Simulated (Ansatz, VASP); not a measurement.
# Au (Au strained to the junction's net): VASP beside Ansatz

Aim: how closely do two programs agree when they are given the same cell, functional and k mesh? The structure shown is the end of the Ansatz relaxation below.

Calculated with Ansatz 0.2.0; plane waves, with VASP 6.6.1 beside it; single point at PBE.

## (1) Starting point

The structure is trigonal, space group R-3m (No. 166). The conventional cell has a = 2.857 Å, b = 2.857 Å, c = 7.506 Å, α = 90.00°, β = 90.00°, γ = 120.00°. Au has 12 Au at 2.86 to 3.00 Å nearest.

## (2) Ansatz: relaxation, PBE

Ansatz runs on its default PAW (the set named soft_2) files.

This run makes the geometry at which the two programs are then compared.

File input.yaml:

```yaml
crystal:
  lattice:
    - [2.857, 0.0, 0.0]
    - [-1.4285, 2.4742345786, 0.0]
    - [0.0, 0.0, 7.3503287745]
  atoms:
    - { symbol: Au, position: [0.0, 0.0, 0.0] }
    - { symbol: Au, position: [0.3333333333, 0.6666666667, 0.3333333333] }
    - { symbol: Au, position: [0.6666666667, 0.3333333333, 0.6666666667] }
kpoints:
  mp_grid: { grid: [18, 18, 4] }
scf:
  occupations: { method: fermi_dirac, width: 0.1 }
  max_iter: 150
hamiltonian:
  xc: pbe
relax:
  f_tol: 0.01
  max_steps: 40
  cell: { fix: [a, b, angles] }
```

Started as:

```sh
> ansatz run input.yaml --threads 4 --pin off --max-ram 10240MiB --backend cpu --events-out ev --progress --plain --runs-dir out
```

Numbers of over 12 decimals in the logs are rounded to 6 here.

What it wrote:

```text
Engine: ansatz 0.2.0, aarch64-unknown-linux-gnu
Pseudopotentials: kind: paw
Pseudopotential: Au, paw, valence charge 19, recommended cutoff 420 eV (normal), Au.paw.azcp
Functional definition: PBE
  parameter kappa = 0.804
  parameter beta = 0.066725
  exchange = pbe_x(kappa = kappa, mu = beta*pi^2/3)
  correlation = pbe_c(beta = beta)
Crystal: 3 atoms, lattice volume = 51.959 Å³
Basis set: ecut = 420 eV, 1033 PW (Γ), exchange–correlation on 40×40×100 points (8 copies of the dense FFT grid, shifted against one another)
Bands: 35, of which v1, the nominal top of the filled ones, is band 29 counted from 1 (28 counted from 0)
Symmetry: 36 space group operations
Space group: R-3m (ITA 166), of the structure as read, at distance tolerance 3.7e-5 Å
k-points: 138 of 1296
Non-local potential: Au, projectors of the file, l = 0: 3, l = 1: 2, l = 2: 2, l = 3: 1
PAW form: soft (Blöchl's): semilocal exchange-correlation on the pseudo side does not see the compensation charge
PAW one-centre angular grid: Au, 590 points (default); XC on 64 Gauss nodes
Initial density: superposition of atomic densities (neutral atoms: chi_scale 0, normalization atom), corrected by the library's trained network
Initial wavefunctions: pseudopotential atomic-orbital guess
Functional: x = pbe(κ = 0.804, μ = 0.219515), c = pbe(β = 0.066725)
SCF iter   1: F=—  HF=-39447.936291 eV  |F-HF|=—  |Δ(HF+E_count)|=         —  Δρ=1.50e-3  dr2=1.80e-4  ethr=1.77e-3  ⟨swp⟩=5.5  Hψ=16468  notcnv=0  defer=37
preconditioner: auto → Kerker (q_TF=auto, 2.771 Å⁻¹)  [metal: Δε(μ)=0.010 eV  Ē_g=11.330 eV  σ=0.100 eV  W_gap=0.03  n_scr=24 (ndim 8)  ℏωp=29.6 eV  f_vac=0.000  D(μ)=1.07/eV (n_scr^D=4)]
SCF iter   2: F=—  HF=-39447.938394 eV  |F-HF|=—  |Δ(HF+E_count)|=   2.10e-3  Δρ=8.58e-4  dr2=7.31e-5  ethr=3.15e-7  ⟨swp⟩=3.0  Hψ=11270  notcnv=0  defer=52
SCF iter   3: F=—  HF=-39447.938678 eV  |F-HF|=—  |Δ(HF+E_count)|=   2.84e-4  Δρ=6.95e-5  dr2=1.25e-6  ethr=1.28e-7  ⟨swp⟩=2.0  Hψ=6979  notcnv=0  defer=52
SCF iter   4: F=—  HF=-39447.938679 eV  |F-HF|=—  |Δ(HF+E_count)|=   7.53e-7  Δρ=2.28e-5  dr2=2.50e-7  ethr=2.19e-9  ⟨swp⟩=1.0  Hψ=4673  notcnv=0  defer=52
iter 5 did not close the SCF: its close was put off for the readings that it lacked (scf_convergence_deferred on its scf_iter line)
SCF iter   5: F=-39447.938679 eV  HF=-39447.938679 eV  |F-HF|=4.75e-9  |Δ(HF+E_count)|=   3.77e-8  Δρ=5.25e-6  dr2=8.87e-9  ethr=4.38e-10  ⟨swp⟩=1.0  Hψ=4673  notcnv=0  defer=52
SCF iter   6: F=-39447.938679 eV  HF=-39447.938679 eV  |F-HF|=8.73e-11  |Δ(HF+E_count)|=   5.56e-9  Δρ=6.68e-7  dr2=1.57e-10  ethr=1.56e-11  ⟨swp⟩=1.8  Hψ=14237  notcnv=0
SCF 1 converged in 6 iterations: F = -39447.938679 eV  dr2 = 1.57e-10
  greatest PAW one-centre occupation: 1.000 electrons in one spin orbital (limit 2), on the Au atom at site 2 (counted from 0), in its partial waves of l = 0
relax step   1: F+E_penalty+E_count = -39447.93867872 eV  Δ(F+E_penalty+E_count) = +0.000e0 eV  max|allowed force component| = 7.246e-27 eV/Å  Δτ_max = 0.0000 Å  P = +6.185 GPa  Ω = 51.959 Å³  fix = [a, b, alpha, beta, gamma]  reactions: a +7.502, b +7.502 GPa  (6 SCF iters, dr2 threshold 1.00e-7 eV, accepted)
[...]
relax step   2: F+E_penalty+E_count = -39447.94604351 eV  Δ(F+E_penalty+E_count) = -7.365e-3 eV  max|allowed force component| = 1.323e-26 eV/Å  Δτ_max = 0.0000 Å  P = +1.548 GPa  Ω = 53.723 Å³  energy of the carried Pulay correction = -5.982e-4 eV  fix = [a, b, alpha, beta, gamma]  reactions: a +3.200, b +3.200 GPa  (5 SCF iters, dr2 threshold 3.00e-7 eV, accepted)
[...]
relax step   3: F+E_penalty+E_count = -39447.94990985 eV  Δ(F+E_penalty+E_count) = -3.866e-3 eV  max|allowed force component| = 9.085e-27 eV/Å  Δτ_max = 0.0000 Å  P = +2.922 GPa  Ω = 53.139 Å³  energy of the carried Pulay correction = -4.026e-4 eV  fix = [a, b, alpha, beta, gamma]  reactions: a +4.496, b +4.496 GPa  (4 SCF iters, dr2 threshold 3.00e-7 eV, accepted)
[...]
relax step   4: F+E_penalty+E_count = -39447.94999312 eV  Δ(F+E_penalty+E_count) = -8.327e-5 eV  max|allowed force component| = 5.082e-27 eV/Å  Δτ_max = 0.0000 Å  P = +3.119 GPa  Ω = 53.061 Å³  energy of the carried Pulay correction = -3.761e-4 eV  fix = [a, b, alpha, beta, gamma]  reactions: a +4.680, b +4.680 GPa  (3 SCF iters, dr2 threshold 1.27e-7 eV, accepted)
[...]
relax step   5: F+E_penalty+E_count = -39447.95035022 eV  Δ(F+E_penalty+E_count) = -3.571e-4 eV  max|allowed force component| = 2.076e-28 eV/Å  Δτ_max = 0.0000 Å  P = +3.114 GPa  Ω = 53.061 Å³  fix = [a, b, alpha, beta, gamma]  reactions: a +4.677, b +4.677 GPa  stress off target by 1.32e-2 GPa on what of the cell is left free  SCF on the basis re-selected at this cell (its energy is not comparable with the rows above)  (5 SCF iters)
basis re-selected at this cell: Δ(F+E_penalty+E_count) = -3.571e-4 eV, ΔP = -0.005 GPa vs the last step (what re-selecting the basis moved, of the pressure what is left beyond the Pulay correction that the steps carried, after the strain that the cell walked since its last selection, with what the two solves' SCF thresholds leave and, on support functions, any second-order correction that the steps lacked; it is no measure of the basis error at this ecutwfc). The dense FFT grid was sized anew with the basis: this SCF ran on 20×20×54 points, the steps before it on 20×20×50, so part of this shift can come from that change (see relax.cell in the input reference). [rest of the remark cut]
SCF converged after 5 iterations
Free energy (F): -39447.950350 eV
Harris-Foulkes:  -39447.950350 eV  (|F-HF|=7.28e-12)
Internal energy: -39447.915811 eV  (E = F + TS)
E sigma→0 (E₀):  -39447.933081 eV
Entropy (-TS):   -0.034539 eV (-11.513 meV/atom)
Fermi energy:    19.660723 eV
--- Per-component energies (eV) ---
  E_band       = -669.555742
  E_kinetic    = 1813.488766
  E_local      = -5289.968754  (includes V_loc(G=0)·N_el)
  E_nonlocal   = 222.833095
  E_hartree    = 2246.929309
  E_xc         = -683.621250
  E_vxc        = -825.156803  (∫ρ·V_xc dr)
  E_paw        = -29120.144583  (= ΣΔE_a)
  E_vpaw       = -1084.614604  (= ΣTr[D̂ρ^β])
  E_aug_tail   = 0.004279  (compensation charges beyond the density's cutoff)
  E_ewald      = -8637.436672
  E_smearing   = -0.034539  (= −TS)
  E_closure    = 0.000000  (closes the sum)
  Σ components = -39447.950350   (vs F -39447.950350, Δ=0.00e0)
--- Forces (eV/Å), atoms counted from 1 ---
  atom   1  Au     0.00000000    -0.00000000    -0.00000000
  atom   2  Au    -0.00000000    -0.00000000     0.00000000
  atom   3  Au    -0.00000000     0.00000000     0.00000000
  max |Σ_I F_I| component: 1.08e-28 eV/Å
--- Stress (GPa, compression-positive) ---
        4.676944       0.000000      -0.000000
        0.000000       4.676944      -0.000000
       -0.000000      -0.000000      -0.013151
  P = ⅓ Tr σ = 3.1136 GPa (31.136 kbar)
--- Relaxed structure (4 steps of the walk, 4 accepted, 1 SCFs on fresh bases) ---
  F+E_penalty+E_count = -39447.95035022 eV   max|allowed force component| = 2.076e-28 eV/Å   (the final SCF, on the basis selected at the relaxed cell)
  cell:  # Å, volume = 53.0609 Å³
    - [2.857000, 0, 0]
    - [-1.428500, 2.474235, 0]
    - [0, 0, 7.506254]
  atoms:
    - { symbol: Au, position: [0, 0, 0] }
    - { symbol: Au, position: [0.333333, 0.666667, 0.333333] }
    - { symbol: Au, position: [0.666667, 0.333333, 0.666667] }
```

Reading the cycles: dr2 is the Hartree energy of the density residual (eV), the measure of convergence; HF is the Harris–Foulkes estimate of the energy, which meets the free energy F at convergence.

## (3) VASP: single point, PBE

The same cell, functional, mesh and smearing now go to VASP, with its own data sets.

Lines of VASP's logs that name or quote its potential files are left out, and so is its time.

File INCAR:

```
SYSTEM = Au
PREC = Accurate
ENCUT = 500
EDIFF = 1E-06
NELM = 120
ISMEAR = -1
SIGMA = 0.1
LREAL = .FALSE.
ALGO = Normal
GGA = PE
NBANDS = 22
LASPH = .TRUE.
LORBIT = 11
LWAVE = .FALSE.
LCHARG = .FALSE.
ISIF = 2
GGA_COMPAT = .FALSE.
```

File POSCAR:

```
Au
1.0
    2.8570000000      0.0000000000      0.0000000000
   -1.4285000000      2.4742345786      0.0000000000
    0.0000000000      0.0000000000      7.5062537883
Au
3
Direct
    0.0000000000      0.0000000000      0.0000000000
    0.3333333333      0.6666666667      0.3333333333
    0.6666666667      0.3333333333      0.6666666667
```

File KPOINTS:

```
Automatic mesh
0
Gamma
18 18 4
0 0 0
```

PAW data sets: Au (PBE family, release 64).

Started as:

```sh
> mpirun -np 1 vasp_std
```

What it wrote:

```text
[banner, memory and clock lines left out]
running    1 mpi-ranks, on    1 nodes
 distrk:  each k-point on    1 cores,    1 groups
 distr:  one band on    1 cores,    1 groups

 POSCAR found type information on POSCAR Au
 POSCAR found :  1 types and       3 ions
 LDA part: xc-table for (Slater+PW92), standard interpolation
 POSCAR, INCAR and KPOINTS ok, starting setup
 FFT: planning ... GRIDC
 FFT: planning ... GRID_SOFT
 FFT: planning ... GRID
 WAVECAR not read
 entering main loop
       N       E                     dE             d eps       ncg     rms          rms(c)
DAV:   1     0.199553262937E+03    0.19955E+03   -0.16336E+04  6224   0.137E+03
DAV:   2    -0.645282839774E+01   -0.20601E+03   -0.19247E+03  6452   0.307E+02
DAV:   3    -0.104124731894E+02   -0.39596E+01   -0.39164E+01  7080   0.432E+01
DAV:   4    -0.104365049505E+02   -0.24032E-01   -0.24028E-01  6852   0.349E+00
DAV:   5    -0.104367166218E+02   -0.21167E-03   -0.21167E-03  7104   0.360E-01    0.146E+01
DAV:   6    -0.968549784298E+01    0.75122E+00   -0.17917E+00  6534   0.109E+01    0.945E+00
DAV:   7    -0.963687149064E+01    0.48626E-01   -0.22800E-01  6882   0.381E+00    0.358E+00
DAV:   8    -0.962966457339E+01    0.72069E-02   -0.24215E-02  6432   0.121E+00    0.458E-01
DAV:   9    -0.962962044885E+01    0.44125E-04   -0.86142E-05  7176   0.743E-02    0.501E-02
DAV:  10    -0.962964299728E+01   -0.22548E-04   -0.11088E-05  6732   0.319E-02    0.452E-03
DAV:  11    -0.962964312088E+01   -0.12360E-06   -0.71760E-07  4158   0.644E-03
   1 F= -.96296431E+01 E0= -.96123101E+01  d E =-.346660E-01
```

From OUTCAR (step 3):

```text
ion  position               nearest neighbor table
   1  0.000  0.000  0.000-   2 3.00   3 3.00   2 3.00   3 3.00   3 3.00   2 3.00
   2  0.333  0.667  0.333-   1 3.00   1 3.00   1 3.00   3 3.00   3 3.00   3 3.00
   3  0.667  0.333  0.667-   1 3.00   1 3.00   1 3.00   2 3.00   2 3.00   2 3.00

  LATTYP: Found a hexagonal cell.
 ALAT       =     2.8570000000
 C/A-ratio  =     2.6273201919

 Subroutine GETGRP returns: Found 12 space group operations
 (whereof 12 operations were pure point group operations)

The static configuration has the point symmetry D_3d.

 Found    138 irreducible k-points:

   k-points           NKPTS =    138   k-points in BZ     NKDIM =    138   number of bands    NBANDS=     22

   dimension x,y,z NGX =    24 NGY =   24 NGZ =   56
   dimension x,y,z NGXF=    48 NGYF=   48 NGZF=  112

   ENCUT  =  500.0 eV  36.75 Ry    6.06 a.u.   5.21  5.21 13.69*2*pi/ulx,y,z

   NELECT =      33.0000    total number of electrons

 k-points in reciprocal lattice and weights: Automatic mesh
   0.00000000  0.00000000  0.00000000       0.001
   0.05555556  0.00000000  0.00000000       0.005
   0.11111111  0.00000000  0.00000000       0.005
   0.16666667  0.00000000  0.00000000       0.005
   0.22222222  0.00000000  0.00000000       0.005
   0.27777778  0.00000000  0.00000000       0.005
   0.33333333 -0.00000000  0.00000000       0.005
   0.38888889 -0.00000000  0.00000000       0.005
   0.44444444  0.00000000  0.00000000       0.005
[...]
0.33333333  0.27777778  0.50000000       0.009
   0.33333333  0.33333333  0.50000000       0.002

 average (electrostatic) potential at core
       1 -64.6309       2 -64.6309       3 -64.6309

 E-fermi :   8.8897

 k-point     1 :       0.0000    0.0000    0.0000
  band No.  band energies     occupation
    ...
     14       5.8437      2.00000
     15       6.4310      2.00000
     16       6.4310      2.00000
     17       6.4310      2.00000
     18       6.4310      2.00000
     19      15.2772      0.00000
     20      15.2772      0.00000
     21      23.1676      0.00000
     22      24.0754      0.00000

 k-point     2 :       0.0556    0.0000    0.0000
  band No.  band energies     occupation
    ...
     14       5.8369      2.00000
     15       6.2794      2.00000
     16       6.4614      2.00000
     17       6.5596      2.00000
     18       6.7093      2.00000
     19      15.3395      0.00000
     20      15.3457      0.00000
     21      23.3120      0.00000
     22      24.1086      0.00000

 k-point     3 :       0.1111    0.0000    0.0000
  band No.  band energies     occupation
    ...
     14       5.8247      2.00000
     15       6.1136      2.00000
     16       6.6607      2.00000
     17       6.7327      2.00000
     18       7.1248      2.00000
     19      15.5114      0.00000
     20      15.5605      0.00000
     21      23.6805      0.00000
     22      23.7133      0.00000

  Total        1.4679297      1.4679297     -0.0866558      0.0000000      0.0000000     -0.0000000
  in kB       44.3242581     44.3242581     -2.6165800      0.0000000      0.0000000     -0.0000000
  external PRESSURE =      28.6773121 kB  Pullay stress =       0.0000000 kB

  energy-cutoff  :      500.00
  volume of cell :       53.06
      direct lattice vectors                 reciprocal lattice vectors
     2.857000000  0.000000000  0.000000000     0.350017501  0.202082698  0.000000000
    -1.428500000  2.474234579  0.000000000     0.000000000  0.404165397  0.000000000
     0.000000000  0.000000000  7.506253788     0.000000000  0.000000000  0.133222248

 POSITION                                       TOTAL-FORCE (eV/Angst)
 -----------------------------------------------------------------------------------
      0.00000      0.00000      0.00000         0.000000      0.000000      0.000000
     -0.00000      1.64949      2.50208         0.000000      0.000000      0.000000
      1.42850      0.82474      5.00417        -0.000000     -0.000000     -0.000000
 -----------------------------------------------------------------------------------
    total drift:                               -0.000000      0.000000      0.000000

  FREE ENERGIE OF THE ION-ELECTRON SYSTEM (eV)
  ---------------------------------------------------
  free  energy   TOTEN  =        -9.6296431209 eV

  energy  without entropy=       -9.5949771159  energy(sigma->0) =       -9.61231012

 total charge
# of ion       s       p       d       tot
------------------------------------------
    1        0.533   0.331   8.759   9.622
    2        0.533   0.331   8.759   9.622
    3        0.533   0.331   8.759   9.622
--------------------------------------------------
tot          1.598   0.993  26.276  28.867

[... 3 further parts left out ...]
```

This run has no spin polarisation. Its electron count is odd, so without a moment it is a metal by construction.

## (4) Comparison

Known differences besides the potentials themselves: the data sets hold 57 valence electrons in Ansatz (on its default PAW (the set named soft_2) files) and 33 in VASP; the cutoff is 420 eV in Ansatz and 500 eV in VASP; Ansatz's pressure holds a Pulay correction, VASP's none. Total energies have different zeros and are not compared.

The two programs side by side:

| quantity | Ansatz | VASP | difference |
| --- | --- | --- | --- |
| pressure (GPa) | 3.11 | 2.87 | +0.25 |

## (5) Outcome

| Property | Result |
| --- | --- |
| difference in pressure (single point, PBE) | 0.25 GPa |

**Reading.** The difference in pressure is 0.25 GPa (single point, PBE), within the 1 GPa picked in this series as the mark of a large difference. The data sets hold unlike numbers of valence electrons (57 in Ansatz and 33 in VASP), so part of the differences comes from the potentials. Such differences can come from data sets, numerical settings and the points named under the comparisons, not from the functional's error against experiment.

[Lines on the potential files, build, host, timing and source positions are cut from VASP's logs without a mark.]

[Logs are printed without paths, hosts, clocks, repeated set-up lines and the standing remarks that a program may print on its own settings, such as how far it seeks lower states.]

[Hosts, paths, dates, database ids (printed as entryN), source tags and the programs' standing remarks are cut or masked in the printed files.]
